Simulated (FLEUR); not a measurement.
# Pd (Fm-3m) in FLEUR: further runs, part 2 of 2

FLEUR MaX-R8.1 (later development tree). The steps go on from the part before.

## 4. Equation of state, PBEsol, 14.16 Å³/atom (volume scaled by 0.96)

The input, inp.xml:

```xml
<?xml version="1.0" encoding="UTF-8" standalone="no"?>
<fleurInput fleurInputVersion="0.39">
   <comment>
      Pd                                                                                                  
   </comment>
   <calculationSetup>
      <cutoffs Kmax="4.15" Gmax="12.9" GmaxXC="12.9" numbands="0"/>
      <scfLoop itmax="60" minDistance="0.00001" maxIterBroyd="15" imix="Anderson" alpha="0.05" precondParam="0.0" spinf="2.0" sdNocoIR="T"/>
      <coreElectrons ctail="T" frcor="F" kcrel="0" coretail_lmax="0"/>
      <xcFunctional name="PBEs" relativisticCorrections="F"/>
      <magnetism jspins="1"/>
      <soc l_soc="F" theta="0.0" phi="0.0" spav="F"/>
      <expertModes spex="0" secvar="F"/>
      <geometryOptimization l_f="F" forcealpha="1.0" forcemix="BFGS" epsdisp="0.00001" epsforce="0.00001"/>
      <ldaU l_linMix="F" mixParam="0.05" spinf="1.0"/>
   </calculationSetup>
   <cell>
      <bzIntegration valenceElectrons="18.0" mode="hist" fermiSmearingEnergy="0.00183747">
         <kPointListSelection listName="default-1"/>
         <!-- k-points included here -->
         <xi:include xmlns:xi="http://www.w3.org/2001/XInclude" href="kpts.xml"> </xi:include>
      </bzIntegration>
      <!-- symmetry operations included here -->
      <xi:include xmlns:xi="http://www.w3.org/2001/XInclude" href="sym.xml"> </xi:include>
      <bulkLattice scale="0.9864848297">
         <bravaisMatrix>
            <row-1>    0.0000000000000000     3.6783519015338997     3.6783519015338997</row-1>
            <row-2>    3.6783519015338997     0.0000000000000000     3.6783519015338997</row-2>
            <row-3>    3.6783519015338997     3.6783519015338997     0.0000000000000000</row-3>
         </bravaisMatrix>
      </bulkLattice>
   </cell>
   <atomSpecies>
      <species name="Palladium (Pd)" element="Pd" atomicNumber="46">
         <mtSphere radius="2.36" gridPoints="797" logIncrement="0.016"/>
         <atomicCutoffs lmax="10" lnonsphr="8"/>
         <electronConfig flipSpins="F">
            <coreConfig>(1s1/2) (2s1/2) (2p1/2) (2p3/2) (3s1/2) (3p1/2) (3p3/2) (3d3/2) (3d5/2)</coreConfig>
            <valenceConfig>(4s1/2) (4p1/2) (4p3/2) (5s1/2) (4d3/2) (4d5/2)</valenceConfig>
            <stateOccupation state="(5s1/2)" spinUp="0.500000" spinDown="0.500000"/>
            <stateOccupation state="(4d3/2)" spinUp="1.800000" spinDown="1.800000"/>
            <stateOccupation state="(4d5/2)" spinUp="2.700000" spinDown="2.700000"/>
         </electronConfig>
         <energyParameters s="5" p="5" d="4" f="4"/>
         <lo type="SCLO" l="0" n="4" eDeriv="0"/>
         <lo type="SCLO" l="1" n="4" eDeriv="0"/>
         <lo type="SCLO" l="1" n="4" eDeriv="1"/>
         <lo type="SCLO" l="2" n="4" eDeriv="2"/>
         <lo type="SCLO" l="3" n="4" eDeriv="2"/>
      </species>
   </atomSpecies>
   <atomGroups>
      <atomGroup species="Palladium (Pd)">
         <relPos label="                   1">.0000000000 .0000000000 .0000000000</relPos>
         <force calculate="T" relaxXYZ="TTT"/>
      </atomGroup>
   </atomGroups>
   <output dos="F" band="F" slice="F">
      <checks vchk="F" cdinf="F"/>
      <bandDOS minEnergy="-.5*Htr" maxEnergy="0.5*Htr" sigma="0.015" storeEVData="T"/>
      <vacuumDOS vacdos="F" integ="F" star="F" nstars="0" locx1="0.0" locy1="0.0" locx2="0.0" locy2="0.0" nstm="0" tworkf="0.0"/>
      <unfoldingBand unfoldBand="F" supercellX="1" supercellY="1" supercellZ="1"/>
      <plotting iplot="0" polar="F">
         <plot TwoD="T" vec1="  1.0  0.0  0.0" vec2="  0.0  1.0  0.0" vec3="  0.0  0.0  1.0" zero="  0.0  0.0  0.0" file="plot"/>
      </plotting>
      <chargeDensitySlicing numkpt="0" minEigenval="0.0" maxEigenval="0.0" nnne="0" pallst="F"/>
      <specialOutput eonly="F"/>
      <moessbauerParams electricFieldGradient="T" isomerShift="T" coreHyperfine="T" valenceHyperfine="T"/>
      <magneticCircularDichroism mcd="F" energyLo="-10.0" energyUp="0.0"/>
   </output>
  <!-- We include the file relax.xml here to enable relaxations (see documentation) -->
  <xi:include xmlns:xi="http://www.w3.org/2001/XInclude" href="relax.xml"> <xi:fallback/> </xi:include>
</fleurInput>
```

On the command line:

```sh
$ inpgen -f crystal.txt -profile fastHighL
$ # inp.xml edited to the form shown
$ fleur_MPI
```

It took 12 s on 1 thread of Arm Neoverse V1, shared host; peak memory 0.08 GiB.

The run converged. Its results:

```yaml
Free_energy: -137271.0087 eV
Band_gap_on_the_k_mesh: none (metal or under the smearing width)
Valence_electrons_inside_the_program's_atomic_spheres: Pd 16.50 (radii Pd 2.36 bohr)
```

## 5. Equation of state, PBEsol, 14.75 Å³/atom

Edit inp.xml of step 4 so:

```diff
@@ -24,3 +24,3 @@
       <xi:include xmlns:xi="http://www.w3.org/2001/XInclude" href="sym.xml"> </xi:include>
-      <bulkLattice scale="0.9864848297">
+      <bulkLattice scale="1.0000000000">
          <bravaisMatrix>
```

On the command line:

```sh
$ inpgen -f crystal.txt -profile fastHighL
$ # inp.xml edited to the form shown
$ fleur_MPI
```

Wall time 12 s (1 thread of Arm Neoverse V1, shared host); peak memory 0.09 GiB.

It converged, with:

```yaml
Free_energy: -137271.0129 eV
Band_gap_on_the_k_mesh: none (metal or under the smearing width)
Valence_electrons_inside_the_program's_atomic_spheres: Pd 16.45 (radii Pd 2.36 bohr)
```

## 6. Equation of state, PBEsol, 15.34 Å³/atom (volume scaled by 1.04)

Edit inp.xml of step 5 so:

```diff
@@ -24,3 +24,3 @@
       <xi:include xmlns:xi="http://www.w3.org/2001/XInclude" href="sym.xml"> </xi:include>
-      <bulkLattice scale="1.0000000000">
+      <bulkLattice scale="1.0131594038">
          <bravaisMatrix>
```

Potentials or basis: all-electron, FLAPW.

On the command line:

```sh
$ inpgen -f crystal.txt -profile fastHighL
$ # inp.xml edited to the form shown
$ fleur_MPI
```

Run time: 12 s. Hardware: 1 thread of Arm Neoverse V1, shared host; peak memory 0.09 GiB.

Results (log left out):

```yaml
Free_energy: -137270.9892 eV
Band_gap_on_the_k_mesh: none (metal or under the smearing width)
Valence_electrons_inside_the_program's_atomic_spheres: Pd 16.40 (radii Pd 2.36 bohr)
```

## 7. Equation of state, PBEsol, 15.64 Å³/atom (volume scaled by 1.06)

Edit inp.xml of step 6 so:

```diff
@@ -24,3 +24,3 @@
       <xi:include xmlns:xi="http://www.w3.org/2001/XInclude" href="sym.xml"> </xi:include>
-      <bulkLattice scale="1.0131594038">
+      <bulkLattice scale="1.0196128224">
          <bravaisMatrix>
```

On the command line:

```sh
$ inpgen -f crystal.txt -profile fastHighL
$ # inp.xml edited to the form shown
$ fleur_MPI
```

It took 13 s on 1 thread of Arm Neoverse V1, shared host; peak memory 0.09 GiB.

Results (log left out):

```
Free energy                                           : -137270.9690 eV
Band gap on the k mesh                                : none (metal or under the smearing width)
Valence electrons inside the program's atomic spheres : Pd 16.38 (radii Pd 2.36 bohr)
```

## 8. Equation of state, PBEsol

This step only gathers the single runs of the series.

Results:

- Equilibrium volume: 14.53 Å³/atom
- Bulk modulus: 207 GPa
- Pressure derivative of the bulk modulus: 5.8 (rough: it moves with the points fitted)

Energy against volume, from the lowest point:
```csv
volume (Å³/atom),energy (meV/atom)
13.865,19.52
14.160,4.19
14.750,0.00
15.340,23.71
15.635,43.90
```
